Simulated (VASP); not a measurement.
# Be (P6_3/mmc) in VASP: a series of runs

One crystal, Be, is run at these levels: LDA, PBE+D2; tasks: phonons, band structure.

All numbers are computed with VASP 6.6.1; they aren't measurements. Logs are shortened: lines on timing, memory, paths and dates and some standing lists are left out, and cuts for length are marked.

## 1. The crystal as given

The structure is hexagonal, space group P6_3/mmc (No. 194). Conventional cell: a = 2.285 Å, b = 2.285 Å, c = 3.584 Å, α = 90.00°, β = 90.00°, γ = 120.00°. Be (site symmetry -6m2) has 12 Be at 2.23 to 2.29 Å as nearest neighbours.

## 2. Phonons, LDA

POSCAR reads:

```
Be
1.0
    2.2853000000      0.0000000000      0.0000000000
   -1.1426500000      1.9791278553      0.0000000000
    0.0000000000      0.0000000000      3.5842000000
Be
2
Cartesian
    1.1426500001      0.6597092850      2.6881500000
   -0.0000000001      1.3194185703      0.8960500000
```

INCAR.step1 reads:

```
SYSTEM = Be
PREC = Accurate
ENCUT = 600
EDIFF = 1E-8
ISMEAR = 0
SIGMA = 0.05
LREAL = .False.
LASPH = .True.
NELM = 80
ALGO = Normal
ISIF = 3
LWAVE = .False.
LCHARG = .False.
GGA = CA
IBRION = 2
NSW = 40
EDIFFG = -0.002
```

INCAR.step2 reads:

```
SYSTEM = Be
PREC = Accurate
ENCUT = 600
EDIFF = 1E-8
ISMEAR = 0
SIGMA = 0.05
LREAL = .False.
LASPH = .True.
NELM = 80
ALGO = Normal
ISIF = 2
LWAVE = .False.
LCHARG = .False.
GGA = CA
IBRION = 8
NSW = 1
```

KPOINTS reads:

```
Automatic mesh
0
Gamma
  10 10 6
  0 0 0
```

Potentials or basis: VASP PAW LDA potentials, release 54 (Be).

Started as:

```bash
$ cat potpaw_LDA.54/Be/POTCAR > POTCAR
$ cp INCAR.step1 INCAR
$ mpirun -np 1 vasp_std > vasp.out
$ cp CONTCAR POSCAR
$ cp INCAR.step2 INCAR
$ mpirun -np 1 vasp_std > vasp.out
```

OUTCAR:

```text
SYSTEM = Be
   PREC = Accurate
   ENCUT = 600
   EDIFF = 1E-8
   ISMEAR = 0
   LREAL = .False.
   LASPH = .True.
   NELM = 80
   ISIF = 2
   GGA = CA
   IBRION = 8
   NSW = 1

 ion  position               nearest neighbor table
   1  0.667  0.333  0.750-   2 2.17   2 2.17   2 2.17   2 2.17   2 2.17   2 2.17
   2  0.333  0.667  0.250-   1 2.17   1 2.17   1 2.17   1 2.17   1 2.17   1 2.17

  LATTYP: Found a hexagonal cell.
 ALAT       =     2.2457934944
 C/A-ratio  =     1.5504697817

  Lattice vectors:

 A1 = (   2.2457934944,   0.0000000000,   0.0000000000)
 A2 = (  -1.1228967472,   1.9449142178,   0.0000000000)
 A3 = (   0.0000000000,   0.0000000000,   3.4820349489)

Analysis of symmetry for initial positions (statically):
=====================================================================
 Subroutine PRICEL returns:
 Original cell was already a primitive cell.

 Routine SETGRP: Setting up the symmetry group for a
 hexagonal supercell.

 Subroutine GETGRP returns: Found 24 space group operations
 (whereof 12 operations were pure point group operations)
 out of a pool of 24 trial point group operations.

The static configuration has the point symmetry D_3d.
 The point group associated with its full space group is D_6h.

Analysis of symmetry for dynamics (positions and initial velocities):
=====================================================================
 Subroutine PRICEL returns:
 Original cell was already a primitive cell.

 Routine SETGRP: Setting up the symmetry group for a
 hexagonal supercell.

 Subroutine GETGRP returns: Found 24 space group operations
 (whereof 12 operations were pure point group operations)
 out of a pool of 24 trial point group operations.

The dynamic configuration has the point symmetry D_3d.
 The point group associated with its full space group is D_6h.

 Subroutine INISYM returns: Found 24 space group operations
 (whereof 12 operations are pure point group operations),
 and found     1 'primitive' translations

----------------------------------------------------------------------------------------

                                     Primitive cell

  volume of cell :      15.2091

  direct lattice vectors                    reciprocal lattice vectors
     2.245793494  0.000000000  0.000000000     0.445276915  0.257080747  0.000000000
    -1.122896747  1.944914218  0.000000000     0.000000000  0.514161494  0.000000000
     0.000000000  0.000000000  3.482034949     0.000000000  0.000000000  0.287188387

  length of vectors
     2.245793494  2.245793494  3.482034949     0.514161494  0.514161494  0.287188387

  position of ions in fractional coordinates (direct lattice)
     0.666666667  0.333333333  0.750000000
     0.333333333  0.666666667  0.250000000

  ion indices of the primitive-cell ions
   primitive index   ion index
                 1           1
                 2           2

----------------------------------------------------------------------------------------

 KPOINTS: Automatic mesh

Automatic generation of k-mesh.
 Grid dimensions read from file:
 generate k-points for:   10   10    6

 Generating k-lattice:

  Cartesian coordinates                     Fractional coordinates (reciprocal lattice)
     0.044527692  0.025708075  0.000000000     0.100000000 -0.000000000  0.000000000
     0.000000000  0.051416149  0.000000000     0.000000000  0.100000000  0.000000000
     0.000000000  0.000000000  0.047864731     0.000000000  0.000000000  0.166666667

  Length of vectors
     0.051416149  0.051416149  0.047864731

  Shift w.r.t. Gamma in fractional coordinates (k-lattice)
     0.000000000  0.000000000  0.000000000

 Subroutine IBZKPT returns following result:
 ===========================================

 Found     56 irreducible k-points:

 Following reciprocal coordinates:
            Coordinates               Weight
  0.000000  0.000000  0.000000      1.000000
  0.100000 -0.000000  0.000000      6.000000
  0.200000 -0.000000  0.000000      6.000000
  0.300000  0.000000  0.000000      6.000000
  0.400000 -0.000000  0.000000      6.000000
  0.500000  0.000000  0.000000      3.000000
[... 16 lines left out ...]
  0.300000  0.100000  0.166667     24.000000
  0.400000  0.100000  0.166667     24.000000
 [... further k-points ...]
   k-points           NKPTS =     56   k-points in BZ     NKDIM =     56   number of bands    NBANDS=      6
   number of dos      NEDOS =    301   number of ions     NIONS =      2
   total plane-waves  NPLWV =   9072
   dimension x,y,z NGX =    18 NGY =   18 NGZ =   28
   dimension x,y,z NGXF=    36 NGYF=   36 NGZF=   56
   ions per type =               2
   NGX,Y,Z   is equivalent  to a cutoff of  13.32, 13.32, 13.37 a.u.
   NGXF,Y,Z  is equivalent  to a cutoff of  26.65, 26.65, 26.74 a.u.
 SYSTEM =  Be
   PREC   = accura    normal or accurate (medium, high low for compatibility)
   ISTART =      0    job   : 0-new  1-cont  2-samecut
   ICHARG =      2    charge: 1-file 2-atom 10-const
   ISPIN  =      1    spin polarized calculation?
   LNONCOLLINEAR =      F non collinear calculations
   LSORBIT =      F    spin-orbit coupling
   LASPH  =      T    aspherical Exc in radial PAW
   ENCUT  =  600.0 eV  44.10 Ry    6.64 a.u.   4.49  4.49  6.95*2*pi/ulx,y,z
   NELM   =     80;   NELMIN=  2; NELMDL=  0     # of ELM steps
   EDIFF  = 0.1E-07   stopping-criterion for ELM
   LREAL  =      F    real-space projection
   EDIFFG = 0.1E-06   stopping-criterion for IOM
   NSW    =      1    number of steps for IOM
   IBRION =      8    ionic relax: 0-MD 1-quasi-New 2-CG
   NFREE  =      0    steps in history (QN), initial steepest desc. (CG)
   ISIF   =      2    stress and relaxation
[... 6 lines left out ...]
   EMIN   =  10.00;   EMAX   =-10.00  energy-range for DOS
   EFERMI =   0.00;   METHOD = LEGACY
   ISMEAR =     0;   SIGMA  =   0.05  broadening in eV -4-tet -1-fermi 0-gaus
   EFERMI_NEDOS =   21; number of points for ismear=-14 and -15
   IALGO  =     38    algorithm
   IMIX   =      4    mixing-type and parameters
     AMIX     =   0.40;   BMIX     =  1.00
     AMIX_MAG =   1.60;   BMIX_MAG =  1.00
  volume/ion in A,a.u.               =       7.60        51.32
  Fermi-wavevector in a.u.,A,eV,Ry     =   1.048883  1.982101 14.968524  1.100155
  Thomas-Fermi vector in A             =   2.183823
   LORBIT       =      0    0 simple, 1 ext, 2 COOP (PROOUT), +10 PAW based schemes
   GGA     = CA    functional components
   LHFCALC =     F    Hartree Fock is set to
   AEXX    =    0.0000 exact exchange contribution
   IVDW    =     0    specifies the selected vdW correction
   LEPSILON=     F    determine dielectric tensor
   LRPA    =     F    only Hartree local field effects (RPA)
 non-spin polarized calculation
 Gauss-broadening in eV      SIGMA  =   0.05
  energy-cutoff  :      600.00
  volume of cell :       15.21
 maximum number of plane-waves:       523
 NGX is ok and might be reduce to    18
   NGX =  9   NGY =  9   NGZ = 13

--------------------------------------- Ionic step        1  -------------------------------------------

 number of electron       4.0000000 magnetization

 Free energy of the ion-electron system (eV)
  ---------------------------------------------------
  ext. energy  EPLUGINS =         0.00000000
  ---------------------------------------------------
  free energy    TOTEN  =        -8.39372260 eV

  energy without entropy =       -8.39371523  energy(sigma->0) =       -8.39371892

 E-fermi :   7.0651     XC(G=0): -10.7491

 val. band max:        6.9528978597   @ k =   0.3000   0.2000   0.0000
 cond. band min:       7.1747417405   @ k =   0.2000   0.2000   0.0000
 fundamental gap:      0.2218438809
 Fermi energy:         7.0651255291

 k-point     1 :       0.0000    0.0000    0.0000
  band No.  band energies     occupation
      1      -4.3210      2.00000
      2       2.6576      2.00000
      3       8.7241      0.00000
      4      22.9936      0.00000
      5      22.9936      0.00000
      6      25.9936      0.00000
[... 199 lines left out ...]
 k-point    24 :       0.4000    0.1000    0.1667
  band No.  band energies     occupation
      1       1.7152      2.00000
      2       4.7467      2.00000
      3       9.5007      0.00000
      4      12.4386      0.00000
      5      14.2309      0.00000
      6      17.2260      0.00000

 [... further k-points ...]
[... 5 lines left out ...]
  --------------------------------------------------------------------------------------
  -------------------------------------------------------------------------------------
  Total        0.0005797      0.0005797      0.0006284      0.0000000      0.0000000      0.0000000
  in kB        0.0610683      0.0610683      0.0662002      0.0000000      0.0000000      0.0000000
  external PRESSURE =       0.0627789 kB  Pullay stress =       0.0000000 kB

 VOLUME and BASIS-vectors are now :
 -----------------------------------------------------------------------------
  energy-cutoff  :      600.00
  volume of cell :       15.21
      direct lattice vectors                 reciprocal lattice vectors
     2.245793494  0.000000000  0.000000000     0.445276915  0.257080747  0.000000000
    -1.122896747  1.944914218  0.000000000     0.000000000  0.514161494  0.000000000
     0.000000000  0.000000000  3.482034949     0.000000000  0.000000000  0.287188387

 POSITION                                       TOTAL-FORCE (eV/Angst)
 -----------------------------------------------------------------------------------
      1.12290      0.64830      2.61153        -0.000000     -0.000000      0.000000
     -0.00000      1.29661      0.87051         0.000000      0.000000      0.000000
 -----------------------------------------------------------------------------------
    total drift:                                0.000000     -0.000000      0.000000

  FREE ENERGIE OF THE ION-ELECTRON SYSTEM (eV)
  ---------------------------------------------------
  free  energy   TOTEN  =        -8.3937226044 eV

  energy  without entropy=       -8.3937152298  energy(sigma->0) =       -8.39371892

[... ionic steps 2 to 3 ...]

--------------------------------------- Ionic step        4  -------------------------------------------

------------------------ aborting loop because EDIFF is reached ----------------------------------------

[... ionic steps 5 to 5 ...]

--------------------------------------- Ionic step        6  -------------------------------------------

 Free energy of the ion-electron system (eV)
  ---------------------------------------------------
  ---------------------------------------------------
  free energy    TOTEN  =        -0.01561862 eV

  energy without entropy =       -0.01561862

------------------------ aborting loop because EDIFF is reached ----------------------------------------

 INTERNAL STRAIN TENSOR  FOR ION    1  DIRECTION 3   (eV/Angst):
 -----------------------------------------------------------------------------
     0.00688  0.00000  0.00000
     0.00000  0.00688  0.00000
     0.00000  0.00000 -0.01299

 INTERNAL STRAIN TENSOR FOR ION    2 for displacements in x,y,z  (eV/Angst):
          X           Y           Z          XY          YZ          ZX
  --------------------------------------------------------------------------------
  x     0.00000     0.00000     0.00000    -2.22357     0.00000     0.00000
  y    -2.22357     2.22357     0.00000     0.00000     0.00000     0.00000
  z     0.00000     0.00000     0.00000     0.00000     0.00000     0.00000

 SECOND DERIVATIVES (NOT SYMMETRIZED)
 ------------------------------------
               1X          1Y          1Z          2X          2Y          2Z
  1X    -4.169362    0.000000    0.000000    4.169362    0.000000    0.000000
  1Y     0.000000   -4.169362    0.000000    0.000000    4.169362    0.000000
  1Z     0.000000    0.000000   -8.672219    0.000000   -0.000000    8.672219
  2X     4.169362    0.000000    0.000000   -4.169362    0.000000    0.000000
  2Y     0.000000    4.169362    0.000000    0.000000   -4.169362    0.000000
  2Z     0.000000   -0.000000    8.672219    0.000000    0.000000   -8.672219

 Eigenvectors and eigenvalues of the dynamical matrix
 ----------------------------------------------------

   1 f  =   21.686834 THz   136.262398 2PiTHz  723.394920 cm-1    89.689499 meV
             X         Y         Z           dx          dy          dz
      1.122897  0.648305  2.611526     0.000000    0.000000   -0.707107
     -0.000000  1.296609  0.870509     0.000000    0.000000    0.707107
[... 21 lines left out ...]
   6 f/i=    0.000000 THz     0.000001 2PiTHz    0.000005 cm-1     0.000001 meV
             X         Y         Z           dx          dy          dz
      1.122897  0.648305  2.611526     0.529517   -0.468627   -0.000000
     -0.000000  1.296609  0.870509     0.529517   -0.468627    0.000000

--------------------------------------------------------------------------------------------------------

 ELASTIC MODULI CONTR FROM IONIC RELAXATION (kBar)
 Direction    XX          YY          ZZ          XY          YZ          ZX
 --------------------------------------------------------------------------------
 XX        -124.9224    124.9224     -0.0000     -0.0000      0.0000      0.0000
 YY         124.9224   -124.9224      0.0000      0.0000      0.0000      0.0000
 ZZ          -0.0000      0.0000     -0.0000     -0.0000      0.0000      0.0000
 XY          -0.0000      0.0000     -0.0000   -124.9224      0.0000      0.0000
 YZ           0.0000      0.0000      0.0000      0.0000      0.0000      0.0000
 ZX           0.0000      0.0000      0.0000      0.0000      0.0000      0.0000
 --------------------------------------------------------------------------------
```

It took 19 s on 1 thread of AMD EPYC 9R45 (Zen 5), shared host; peak memory 0.13 GiB.

Results:

* Relaxed volume: 7.60 Å³/atom
* Relaxed cell: a = 2.246 Å, b = 2.246 Å, c = 3.482 Å, α = 90.00°, β = 90.00°, γ = 120.00°
* Space group after relaxing (to 0.05 Å): P6_3/mmc (No. 194)
* Highest phonon frequency at Γ: 723 cm⁻¹

Step by step:
```
step  energy change (eV)  largest force (eV/Å)  pressure (GPa)  volume (Å³)
   1              0.0000                0.0000           -7.62        16.21
   2             -0.0266                0.0000           -0.94        15.32
   3             -0.0269                0.0000           -0.15        15.23
   4             -0.0269                0.0000            0.02        15.21
   5             -0.0269                0.0000            0.13        15.19
   6             -0.0269                0.0000            0.14        15.19
   7             -0.0270                0.0000            0.00        15.21
```

Final structure:
```cif
data_structure
_symmetry_space_group_name_H-M 'P 1'
_symmetry_Int_Tables_number 1
_cell_length_a 2.2458
_cell_length_b 2.2458
_cell_length_c 3.4820
_cell_angle_alpha 90.000
_cell_angle_beta 90.000
_cell_angle_gamma 120.000
_cell_volume 15.21
loop_
_atom_site_label
_atom_site_type_symbol
_atom_site_fract_x
_atom_site_fract_y
_atom_site_fract_z
_atom_site_occupancy
Be1 Be 0.66667 0.33333 0.75000 1
Be2 Be 0.33333 0.66667 0.25000 1
```

Phonon frequencies in cm⁻¹ (negative: imaginary):
```tsv
q point	frequencies
(0.000, 0.000, 0.000)	0 0 0 502 502 723
```

## 3. Band structure, PBE+D2

run.py reads:

```python
from ase.calculators.vasp import Vasp
from ase.dft.bandgap import bandgap
from ase.io import read

atoms = read('Be.cif')
calc = Vasp(
    directory='calc',
    xc='pbe',
    pp='PBE',
    setups='materialsproject',
    prec='Accurate',
    encut=520,
    ediff=1e-06,
    ismear=0,
    sigma=0.05,
    lreal=False,
    lasph=True,
    nelm=60,
    algo='Normal',
    isif=2,
    lwave=False,
    lcharg=True,
    ivdw=1,
    kpts=[13, 13, 8],
    gamma=True,
)
atoms.calc = calc

print('energy (eV):', atoms.get_potential_energy())
print('free energy (eV):', atoms.get_potential_energy(force_consistent=True))
efermi = calc.get_fermi_level()
print('Fermi level (eV):', efermi)
path = atoms.cell.bandpath(npoints=60, eps=1e-4)
print('path:', path.path)
calc.set(kpts=path.kpts, reciprocal=True, icharg=11, isym=0, lcharg=False)
calc.calculate(atoms)
print('gap on the path (eV):', bandgap(calc, efermi=efermi)[0])
print('direct gap on the path (eV):', bandgap(calc, efermi=efermi, direct=True)[0])
```

Be.cif reads:

```cif
data_Be
_cell_length_a 2.28530000
_cell_length_b 2.28530000
_cell_length_c 3.58420000
_cell_angle_alpha 90.00000000
_cell_angle_beta 90.00000000
_cell_angle_gamma 120.00000000
_space_group_name_H-M_alt 'P1'
_space_group_name_Hall 'P 1'
_space_group_IT_number 1
loop_
_space_group_symop_operation_xyz
'x,y,z'
loop_
_atom_site_label
_atom_site_type_symbol
_atom_site_symmetry_multiplicity
_atom_site_Wyckoff_symbol
_atom_site_fract_x
_atom_site_fract_y
_atom_site_fract_z
_atom_site_occupancy
Be1 Be 1 a 0.6666666667 0.3333333333 0.7500000000 1
Be2 Be 1 a 0.3333333333 0.6666666667 0.2500000000 1
```

Potentials or basis: VASP PAW PBE potentials, release 64 (Be_sv).

Started as:

```bash
$ python run.py
```

It took 8.2 s on 1 thread of AMD EPYC 9R45 (Zen 5), shared host; peak memory 0.08 GiB.

Results (log left out):

* Band gap along the path: none (metal or under the smearing width)
* Dispersion energy per atom: -0.125 eV

Levels at the corners of the path, in eV from the Fermi level:
```
point  band 3  band 4  band 5  band 6  band 7  band 8
    Γ  -11.06   -4.17    1.24   15.76   15.76   18.58
    M   -4.79   -2.98    3.73    6.58    6.79    9.32
    K   -2.29   -0.88   -0.88    6.74    6.74    6.85
    Γ  -11.06   -4.17    1.24   15.76   15.76   18.58
    A   -8.91   -8.91   10.78   10.78   17.39   17.39
    L   -3.41   -3.41    1.63    1.63   11.90   11.90
    H   -0.97   -0.97    0.51    0.51    6.23    6.23
    A   -8.91   -8.91   10.78   10.78   17.38   17.39
    L   -3.41   -3.41    1.63    1.63   11.90   11.90
    M   -4.79   -2.98    3.73    6.58    6.79    9.32
    K   -2.29   -0.88   -0.88    6.74    6.74    6.85
    H   -0.97   -0.97    0.51    0.51    6.23    6.23
```

Caveat: the log is that of the step along the path at fixed density, whose energy, stress, charges and moments have no meaning; atom-pairwise D2, TS and ULG terms overbind metals; pairwise dispersion overbinds metals, which lowers pressure and volume.

## 4. The reference run

An earlier run on the cell as given: functional PBE; potentials or basis VASP PAW PBE potentials, release 64 (Be); cutoff 520 eV; k mesh 13 × 13 × 8; occupations fermi-dirac, width 0.05 eV; no spin polarisation.

* Pressure: -2.7 GPa
* Band gap on the k mesh: none (metal or under the smearing width)
